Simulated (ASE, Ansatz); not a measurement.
**Localised basis functions on wurtzite SiC, size series (1620 atoms)**

Aim: test how closely localised support functions follow the reference on wurtzite SiC, size series (1620 atoms), and at what cost. A setting counts as converged where the r.m.s. difference of forces stays under 1 % of the r.m.s. force.

Main program and level: Ansatz 0.2.0; Kohn-Sham DFT, PBE, PAW (set soft_2), plane waves.

## (1) Set-up

The cell holds 1620 atoms: 810 Si and 810 C. Its edges and angles: a = 27.684 Å, b = 27.684 Å, c = 25.240 Å, α = 90.0°, β = 90.0°, γ = 120.0°. It derives from SiC (wurtzite), repeated 9×9×5. Wurtzite SiC (a = 3.076 Å, c = 5.048 Å), 9 x 9 x 5 conventional cells; every coordinate displaced by a Gaussian of 0.08 Å.

What the set-up can't give: Sampling is at Γ alone, for a cell whose shortest periodic width is 24 Å.

## (2) Plane-wave single point

This run is the reference for what follows, at a cutoff of 420 eV.

Contents of input.yaml:

```yaml
crystal:
  lattice:
    - [27.684, 0.0, 0.0]
    - [-13.842, 23.97505, 0.0]
    - [0.0, 0.0, 25.24]
  atoms:
    - { symbol: Si, position: [0.004, 0.0014, 0.00082] }
    - { symbol: C, position: [0.03499, 0.07605, 0.02595] }
    - { symbol: Si, position: [0.03641, 0.07591, 0.10161] }
    - { symbol: C, position: [0.00223, 0.00304, 0.12303] }
    - { symbol: Si, position: [0.00044, 0.00192, 0.19694] }
    - { symbol: C, position: [0.04066, 0.0764, 0.22411] }
    - { symbol: Si, position: [0.04276, 0.08263, 0.30062] }
    - { symbol: C, position: [0.00075, 0.00158, 0.32571] }
    - { symbol: Si, position: [0.00597, 0.00149, 0.40412] }
    - { symbol: C, position: [0.04123, 0.07011, 0.42585] }
    - { symbol: Si, position: [0.03676, 0.0713, 0.50135] }
    - { symbol: C, position: [0.00041, 0.99913, 0.52727] }
    - { symbol: Si, position: [0.00109, 0.00512, 0.60253] }
    - { symbol: C, position: [0.03361, 0.0746, 0.62321] }
    - { symbol: Si, position: [0.03193, 0.07201, 0.70394] }
    - { symbol: C, position: [0.00251, 0.00472, 0.72852] }
    - { symbol: Si, position: [0.998, 0.00508, 0.80003] }
    - { symbol: C, position: [0.02543, 0.06709, 0.82493] }
    - { symbol: Si, position: [0.03513, 0.07362, 0.90703] }
    - { symbol: C, position: [0.99824, 0.00069, 0.92286] }
    - { symbol: Si, position: [0.00477, 0.11701, 0.99752] }
    - { symbol: C, position: [0.03431, 0.17646, 0.02934] }
    - { symbol: Si, position: [0.03291, 0.18471, 0.09502] }
    - { symbol: C, position: [0.99639, 0.1129, 0.12783] }
    - { symbol: Si, position: [0.00049, 0.11256, 0.19569] }
    - { symbol: C, position: [0.04298, 0.18206, 0.2244] }
    - { symbol: Si, position: [0.02967, 0.18117, 0.30369] }
    - { symbol: C, position: [0.00119, 0.11627, 0.32885] }
    - { symbol: Si, position: [0.99237, 0.10761, 0.40046] }
    - { symbol: C, position: [0.04045, 0.19008, 0.43004] }
    - { symbol: Si, position: [0.04245, 0.19268, 0.50597] }
    - { symbol: C, position: [0.00521, 0.11312, 0.5266] }
    [... 1582 atom lines left out ...]
    - { symbol: Si, position: [0.92508, 0.96389, 0.69964] }
    - { symbol: C, position: [0.89305, 0.89004, 0.72604] }
    - { symbol: Si, position: [0.88458, 0.8859, 0.8019] }
    - { symbol: C, position: [0.93044, 0.96721, 0.82628] }
    - { symbol: Si, position: [0.92911, 0.9628, 0.90482] }
    - { symbol: C, position: [0.88595, 0.88602, 0.92381] }
kpoints:
  mp_grid: { grid: [1, 1, 1] }
hamiltonian:
  xc: pbe
scf:
  occupations: { method: fixed }
output:
  forces: true
  stress: true
  populations: true
  dos:
    method: { smearing: { sigma: 0.08 } }
    de: 0.1
    projected: { site_lists: { C: [C], Si: [Si] } }
  eigenvalues: true
```

On the command line:

```bash
$ ansatz run input.yaml --threads 32 --pin off --max-ram 92160MiB --backend cuda --events-out ev --progress --plain --runs-dir out --max-vram 78GiB
```

Numbers of over 12 decimals in the logs are rounded to 6 here.

What it wrote:

```text
projector tables: rebuilt, as memory chose (as under --projector-tables rebuilt)
Engine: ansatz 0.2.0, aarch64-unknown-linux-gnu
Pseudopotentials: kind: paw
Pseudopotential: Si, paw, valence charge 4, recommended cutoff 420 eV (normal), Si.paw.azcp
Pseudopotential: C, paw, valence charge 4, recommended cutoff 420 eV (normal), C.paw.azcp
Functional definition: PBE
  parameter kappa = 0.804
  parameter beta = 0.066725
  exchange = pbe_x(kappa = kappa, mu = beta*pi^2/3)
  correlation = pbe_c(beta = beta)
WARN: Davidson subspace factor capped 4 → 1 for the GPU's memory: at factor 4, with no wavefunction block in host memory, the run is sure to hold 137.15 GiB on a GPU, at whatever concurrent solve slot count, and, with a margin of one panel a slot, [...]
device memory: the entry about to start is reckoned to put 69.7 GiB on a device that reports 169.3 GiB free (of which the cap on the GPU budget leaves the run 78.0 GiB)
GPU FFT provider: cuFFT
GPU libraries: cuBLAS 13.8.1, cuFFT 12.4.0, cuSOLVER 12.3.2
GPU matrix products: emulated (plane waves: as basis.precision tells), large ones in fixed point in workspaces of 1.00 GiB
Crystal: 1620 atoms, lattice volume = 16752.426 Å³
Basis set: ecut = 420 eV, 327379 PW (Γ), exchange–correlation on 384×384×360 points (8 copies of the dense FFT grid, shifted against one another)
Bands: 4860, of which v1, the nominal top of the filled ones, is band 3240 counted from 1 (3239 counted from 0)
Symmetry: 1 space group operations
Space group: P1 (ITA 1), of the structure as read, at distance tolerance 2.6e-4 Å
k-points: 1
Non-local potential: Si, projectors of the file, l = 0: 2, l = 1: 2, l = 2: 2
Non-local potential: C, projectors of the file, l = 0: 2, l = 1: 2, l = 2: 1
PAW form: soft (Blöchl's): semilocal exchange-correlation on the pseudo side does not see the compensation charge
PAW one-centre angular grid: Si, 110 points (default); XC on 64 Gauss nodes
PAW one-centre angular grid: C, 110 points (default); XC on 64 Gauss nodes
Initial density: superposition of atomic densities (neutral atoms: chi_scale 0, normalization atom), corrected by the library's trained network
Initial wavefunctions: pseudopotential atomic-orbital guess
GPU buffer pool allocated for 6635520 grid points (all kernels)
GPU transforms: local potential and band sums: pruned to the plane-wave sphere, on 192×192×180
GPU projectors: on the FFT box's points about the atoms, with room for 9684360 of them (16 bands a pass); a geometry past the room, sums that fail their trial, or a want of GPU memory keeps the tables, and a block in half precision can take them where they are the faster
Functional: x = pbe(κ = 0.804, μ = 0.219515), c = pbe(β = 0.066725)
SCF iter   1: F=—  HF=-718135.513971 eV  |F-HF|=—  |Δ(HF+E_count)|=         —  Δρ=1.38e-2  dr2=3.79e1  ethr=1.77e-3  ⟨swp⟩=20.0  Hψ=63620  notcnv=472
preconditioner: auto → Resta (q_TF=auto, 2.329 Å⁻¹)  ε∞=4.9  [insulator: Δε(μ)=1.811 eV  Ē_g=11.729 eV  n_scr=3552 (ndim 8)  ℏωp=23.1 eV  f_vac=0.000  ε∞_Penn≈4.9]
SCF iter   2: F=—  HF=-718207.096793 eV  |F-HF|=—  |Δ(HF+E_count)|=    7.16e1  Δρ=8.87e-3  dr2=1.52e1  ethr=5.85e-4  ⟨swp⟩=20.0  Hψ=30286  notcnv=118  defer=128
SCF iter   3: F=—  HF=-718203.993257 eV  |F-HF|=—  |Δ(HF+E_count)|=    3.10e0  Δρ=5.60e-3  dr2=6.02e0  ethr=2.34e-4  ⟨swp⟩=15.0  Hψ=18131  notcnv=0  defer=128
iter 4 solved again at ethr=7.44e-6 eV; its pass at ethr=9.29e-5 eV (dr2=4.82e-1 eV) is discarded
SCF iter   4: F=—  HF=-718202.847139 eV  |F-HF|=—  |Δ(HF+E_count)|=    1.15e0  Δρ=1.11e-3  dr2=3.60e-1  ethr=7.44e-6  ⟨swp⟩=17.0  Hψ=46036  notcnv=0  defer=128
eigensolver tolerance schedule: the retry pair's looser diagonalisation over-reported the residual by 0.34 of it (diagonalisation noise at 0.38 of the residual, at the tolerance the schedule requests for it); recorded, not acted on — ethr = c·dr2/N_el stays at c = 1.0e-1
SCF iter   5: F=—  HF=-718203.263009 eV  |F-HF|=—  |Δ(HF+E_count)|=   4.16e-1  Δρ=2.63e-3  dr2=1.36e0  ethr=5.55e-6  ⟨swp⟩=20.0  Hψ=29770  notcnv=0  defer=128  recentre
SCF iter   6: F=—  HF=-718202.836506 eV  |F-HF|=—  |Δ(HF+E_count)|=   4.27e-1  Δρ=6.95e-4  dr2=1.20e-1  ethr=5.55e-6  ⟨swp⟩=18.0  Hψ=22459  notcnv=0  defer=128
SCF iter   7: F=—  HF=-718202.847288 eV  |F-HF|=—  |Δ(HF+E_count)|=   1.08e-2  Δρ=7.10e-4  dr2=1.00e-1  ethr=1.85e-6  ⟨swp⟩=18.0  Hψ=16317  notcnv=0  defer=128
SCF iter   8: F=—  HF=-718202.836774 eV  |F-HF|=—  |Δ(HF+E_count)|=   1.05e-2  Δρ=5.94e-4  dr2=6.80e-2  ethr=1.55e-6  ⟨swp⟩=17.0  Hψ=16895  notcnv=0  defer=128
SCF iter   9: F=—  HF=-718202.818284 eV  |F-HF|=—  |Δ(HF+E_count)|=   1.85e-2  Δρ=6.91e-5  dr2=1.20e-3  ethr=1.05e-6  ⟨swp⟩=16.0  Hψ=19990  notcnv=0  defer=128
SCF iter  10: F=—  HF=-718202.818464 eV  |F-HF|=—  |Δ(HF+E_count)|=   1.79e-4  Δρ=1.43e-5  dr2=5.54e-5  ethr=1.85e-8  ⟨swp⟩=20.0  Hψ=31408  notcnv=128  defer=128
SCF iter  11: F=—  HF=-718202.819163 eV  |F-HF|=—  |Δ(HF+E_count)|=   7.00e-4  Δρ=1.06e-5  dr2=2.13e-5  ethr=8.55e-10  ⟨swp⟩=20.0  Hψ=31290  notcnv=127  defer=128
SCF iter  12: F=—  HF=-718202.819158 eV  |F-HF|=—  |Δ(HF+E_count)|=   5.24e-6  Δρ=5.18e-6  dr2=4.91e-6  ethr=3.28e-10  ⟨swp⟩=20.0  Hψ=18789  notcnv=15  defer=128
SCF iter  13: F=—  HF=-718202.819157 eV  |F-HF|=—  |Δ(HF+E_count)|=   6.77e-7  Δρ=1.04e-6  dr2=2.56e-7  ethr=7.58e-11  ⟨swp⟩=20.0  Hψ=22565  notcnv=7  defer=128
SCF iter  14: F=-718202.819102 eV  HF=-718202.819102 eV  |F-HF|=2.21e-8  |Δ(HF+E_count)|=   1.91e-8  Δρ=4.40e-7  dr2=3.27e-8  ethr=1.89e-11 (applied; sched 3.95e-12)  ⟨swp⟩=20.0  Hψ=28643  notcnv=6  defer=128
SCF 1 converged in 14 iterations: F = -718202.819102 eV  dr2 = 3.27e-8
  Residual-converged pass: ⟨swp⟩=3.0  Hψ=14119  notcnv=0  max |occ|·‖R‖ = 6.6e-6 eV (tolerance 6.7e-6 eV)  dr2=4.58e-8  dr2_onsite=8.30e-10  max |Δocc| = 0.0e0
  greatest PAW one-centre occupation: 0.693 electrons in one spin orbital (limit 2), on the C atom at site 237 (counted from 0), in its partial waves of l = 0
SCF converged after 14 iterations
Free energy (F): -718202.819102 eV
Harris-Foulkes:  -718202.819102 eV  (|F-HF|=2.21e-8)
Internal energy: -718202.819102 eV  (E = F + TS)
E sigma→0 (E₀):  -718202.819102 eV
Fermi energy:    10.305889 eV
--- Per-component energies (eV) ---
  E_band       = 23102.711249
  E_kinetic    = 110417.281115
  E_local      = -87734.181444  (includes V_loc(G=0)·N_el)
  E_nonlocal   = 42355.706438
  E_hartree    = 27154.179119
  E_xc         = -85597.086014
  E_vxc        = -88756.041176  (∫ρ·V_xc dr)
  E_paw        = -495821.867647  (= ΣΔE_a)
  E_vpaw       = -7488.453492  (= ΣTr[D̂ρ^β])
  E_aug_tail   = 0.011093  (compensation charges beyond the density's cutoff)
  E_ewald      = -228976.861762
  E_smearing   = -0.000000  (= −TS)
  E_closure    = -0.000000  (closes the sum)
  Σ components = -718202.819102   (vs F -718202.819102, Δ=0.00e0)
--- Forces (eV/Å), atoms counted from 1 ---
[... 1620 lines of forces left out ...]
  max |Σ_I F_I| component: 5.41e-4 eV/Å
--- Stress (GPa, compression-positive) ---
        8.143516      -0.243957       0.199460
       -0.243958      10.141740       0.230729
        0.199460       0.230730       9.047570
  P = ⅓ Tr σ = 9.1109 GPa (91.109 kbar)
--- Band table (eV) ---
[... left out ...]
--- Löwdin populations: 1620 sites ---
  site symbol       q [e]
[... 1620 lines, one an atom, left out ...]
  spilling = 0.010447 (of n_electrons = 6480.000000)
```

It took 6.4 min on 1 × NVIDIA GB200 with 32 threads of Arm Neoverse V2, shared host; peak memory 19 GiB.

Reading the cycles: dr2 is the Hartree energy of the density residual (eV), the measure of convergence; HF is the Harris–Foulkes estimate of the energy, which meets the free energy F at convergence.

That memory is the host's; the program planned up to 69.7 GiB on the GPU. Forces of this run were stored rounded, and per-atom blocks of the log weren't kept.

Notices of the run: subspace factor gpu capped.

Numbers from this run:

```
free energy                                      : -718202.8191 eV
free energy per atom                             : -443.3351 eV/atom
SCF cycles                                       : 14
pressure                                         : 9.111 GPa
r.m.s. force component                           : 2.562 eV/Å
longest force                                    : 22.6 eV/Å
Fermi energy                                     : 10.31 eV
gap (highest filled to lowest empty level) : 1.22 eV
spilling of the projection                       : 0.01045
```

The r.m.s. force component of 2.6 eV/Å sets the scale for the differences below.

## (3) Support functions medium

The cell is solved in localised support functions. The level medium gives here a grid of 144×144×120 points and a radius of 3.44 Å.

This step: Kohn-Sham DFT, PBE, PAW (set soft_2), localised support functions (medium) (Ansatz 0.2.0).

input.yaml, the sections that differ from step 2:

```yaml
scf:
  occupations: { method: fixed }
  eigensolver: { kind: { support_functions: { accuracy: medium } } }
  max_iter: 150
output:
  forces: true
  eigenvalues: true
# crystal, kpoints, hamiltonian: as in step 2
```

What it wrote:

```text
Warning: scf.eigensolver.kind.support_functions: disabling space-group detection — the functions' gradient is summed over unrotated k-points, so no spatial operation reduces the k-mesh or symmetrises the density; time reversal is kept, so that k and −k are solved as one point where they differ and the mesh holds both, and exact exchange and, on two spinor components, a DFT+U term hold to it where the run has them: [...]
settings of this run that can trade accuracy for cost: scf.eigensolver.kind.support_functions [...]
[...]
GPU FFT provider: cuFFT
GPU libraries: cuBLAS 13.8.1, cuFFT 12.4.0, cuSOLVER 12.3.2
[...]
Crystal: 1620 atoms, lattice volume = 16752.426 Å³
Basis set: ecut = 420 eV, 327379 PW (Γ), exchange–correlation on 384×384×360 points (8 copies of the dense FFT grid, shifted against one another)
Bands: 3888, of which v1, the nominal top of the filled ones, is band 3240 counted from 1 (3239 counted from 0)
Symmetry: 1 space group operations
k-points: 1
[...]
GPU buffer pool allocated for 6635520 grid points (all kernels)
Eigensolver: Support functions (medium, 144×144×120 points, laid for a spacing of at most 0.228497 Å, radius 3.441393 Å, 2 species' potentials softened for the grid, 2 wholly corrected for its errors in the mean over positions, 2 with the egg-box correction, energy correction by stochastic trace)
[...]
SCF iter   1: F=—  HF=-718894.634278 eV  |F-HF|=—  |Δ(HF+E_count)|=         —  Δρ=1.44e-1  dr2=4.35e3  ethr=1.00e-1
[...]
SCF iter  10: F=-718205.170551 eV  HF=-718205.170551 eV  |F-HF|=3.87e-7  |Δ(HF+E_count)|=   3.91e-2  Δρ=3.34e-6  dr2=1.97e-6  ethr=2.69e-10
SCF 1 converged in 10 iterations: F = -718205.701488 eV  dr2 = 1.97e-6
[...]
SCF converged after 10 iterations
Stability not checked: this state was not tested for a lower state beside it, because the mixer in use, unlike msr1, does not test its closes by its own steps (another_mixer; see scf.mixing.algorithm and scf.lower_state_search)
Free energy (F): -718205.701488 eV
[...]
Internal energy: -718205.701488 eV  (E = F + TS)
E sigma→0 (E₀):  -718205.701488 eV
Fermi energy:    10.305764 eV
[...]
--- Forces (eV/Å), atoms counted from 1 ---
[... 1620 lines of forces left out ...]
  max |Σ_I F_I| component: 1.26e-1 eV/Å
--- Band table (eV) ---
[... left out ...]
```

Wall time 24 s (1 × NVIDIA GB200 with 32 threads); peak memory 3.9 GiB.

That memory is the host's; the program planned up to 29.1 GiB on the GPU.

The program notes that the band table was not solved further than the SCF left it and it switched symmetry off.

Keys that differ from the reference: support_functions.accuracy = "medium" and scf.max_iter = 150.

Forces differ from the reference by 0.54 meV/Å r.m.s., 0.021 % of their size, well within a tolerance of 1 %; the energy by -1.8 meV/atom. The two runs also began from different starting densities, which bears on cycles and time.

## (4) Truncated density matrix

Cutting the density matrix at a range is meant to remove the step that grows fastest with size; it needs a cell with a gap.

This step: Kohn-Sham DFT, PBE, PAW (set soft_2), localised support functions (medium), truncated density matrix (Ansatz 0.2.0).

input.yaml, the sections that differ from step 3:

```yaml
scf:
  occupations: { method: fixed }
  eigensolver:
    kind:
      support_functions: { accuracy: medium, density_matrix: { truncated: {} } }
  max_iter: 150
output:
  forces: true
# crystal, kpoints, hamiltonian: as in step 3
```

What it wrote:

```text
[...]
GPU FFT provider: cuFFT
GPU libraries: cuBLAS 13.8.1, cuFFT 12.4.0, cuSOLVER 12.3.2
[...]
Crystal: 1620 atoms, lattice volume = 16752.426 Å³
Basis set: ecut = 420 eV, 327379 PW (Γ), exchange–correlation on 384×384×360 points (8 copies of the dense FFT grid, shifted against one another)
Bands: 3333, of which v1, the nominal top of the filled ones, is band 3240 counted from 1 (3239 counted from 0)
Symmetry: 1 space group operations
k-points: 1
[...]
GPU buffer pool allocated for 6635520 grid points (all kernels)
[...]
SCF iter   1: F=—  HF=-718897.415345 eV  |F-HF|=—  |Δ(HF+E_count)|=         —  Δρ=1.44e-1  dr2=4.35e3  ethr=1.00e-1
[...]
SCF iter  10: F=—  HF=-718205.245178 eV  |F-HF|=—  |Δ(HF+E_count)|=   3.73e-2  Δρ=5.96e-6  dr2=6.62e-6  ethr=6.09e-10  κ⁻¹=1.6e-7(r=7)
SCF iter  11: F=-718205.245162 eV  HF=-718205.245163 eV  |F-HF|=1.06e-6  |Δ(HF+E_count)|=   1.42e-5  Δρ=1.87e-6  dr2=1.42e-6  ethr=1.02e-10
WARN: states of the grid below an occupied one that the support functions miss were sought only among those that the levels near the highest filled one couple to: one that couples little to each, as a local one in a large cell, is not found (with such a state the run ended in a higher one, [...]
SCF 1 converged in 11 iterations: F = -718205.700894 eV  dr2 = 1.42e-6
[...]
SCF converged after 11 iterations
[...]
Free energy (F): -718205.700894 eV
[...]
Internal energy: -718205.700894 eV  (E = F + TS)
E sigma→0 (E₀):  -718205.700894 eV
Fermi energy:    10.305825 eV
[...]
Σ components = -718205.700894   (vs F -718205.700894, Δ=0.00e0)
--- Forces (eV/Å), atoms counted from 1 ---
[... 1620 lines of forces left out ...]
  max |Σ_I F_I| component: 7.13e-2 eV/Å
```

Wall time 19 s (1 × NVIDIA GB200 with 32 threads); peak memory 3.6 GiB; 49 s of CPU time.

That memory is the host's; the program planned up to 36.6 GiB on the GPU.

The program notes that the search for missed states was only partial.

Keys that differ from the reference: support_functions.accuracy = "medium", support_functions.density_matrix.truncated = {} and scf.max_iter = 150.

Forces differ from the reference by 0.54 meV/Å r.m.s., 0.021 % of their size, well within a tolerance of 1 %; the energy by -1.8 meV/atom. The two runs also began from different starting densities, which bears on cycles and time.

## (5) Cost against change

Differences are against the plane-wave reference (Kohn-Sham DFT, PBE, PAW (set soft_2), plane waves), whose r.m.s. force component is 2.56 eV/Å. Energies are set beside the reference only for runs with its functional, potentials and electron count. Times are for 1 × NVIDIA GB200 with 32 threads of Arm Neoverse V2, shared host. The reference's time includes the DOS and the stress, which some other runs skip.

| run | Δ force, r.m.s. (meV/Å) | share of r.m.s. force (%) | Δ energy (meV/atom) | Δ gap (eV) | cycles | time | host memory (GiB) | planned on the GPU (GiB) |
| --- | --- | --- | --- | --- | --- | --- | --- | --- |
| reference | - | - | - | - | 14 | 6.4 min | 19 | 70 |
| support functions medium | 0.535 | 0.0209 | -1.78 | -2.0e-4 | 10 | 24 s | 3.9 | 29 |
| truncated density matrix | 0.536 | 0.0209 | -1.78 | - | 11 | 19 s | 3.6 | 37 |

[end of part 1 of 2]

[Logs are printed without paths, hosts, clocks, repeated set-up lines and the standing remarks that a program may print on its own settings, such as how far it seeks lower states.]

[Hosts, paths, dates, database ids (printed as entryN), source tags and the programs' standing remarks are cut or masked in the printed files.]
